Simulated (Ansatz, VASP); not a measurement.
## Si: VASP beside Ansatz

```
CELL_PARAMETERS angstrom
3.84720 0.00000 0.00000
-1.92360 3.33177 0.00000
0.00000 0.00000 18.44470
ATOMIC_POSITIONS crystal
Si 0.33333 0.66667 0.26958
Si 0.66667 0.33333 0.24397
Si 0.55556 0.44444 0.49959
Si 0.88889 0.11111 0.47398
```

Alike in both runs: task single point; functional PBE; dispersion D3(BJ); k mesh 9 × 9 × 1; occupations gaussian, width 0.1 eV; no spin polarisation.

|  | VASP | Ansatz |
| --- | --- | --- |
| version | VASP 6.6.1 | Ansatz 0.2.0 |
| potentials or method | VASP PAW PBE potentials, release 64 (Si) | scalar-relativistic, plane waves, PAW |
| plane-wave cutoff (eV) | 520 | 420 |
| valence electrons in the cell | 16 | 16 |

Ansatz gave:

| Property | Result |
| --- | --- |
| gap on the k mesh at the Fermi level (eV) | 0.53 |
| least direct gap on the mesh (eV) | 0.53 |
| rms of the force components (eV/Å) | 0.064 |

Problem. Which values does VASP return?

Solution. gap on the k mesh at the Fermi level (eV): 0.53; least direct gap on the mesh (eV): 0.53; rms of the force components (eV/Å): 0.062.

Atom by atom the forces differ by 0.004 eV/Å (rms over components).
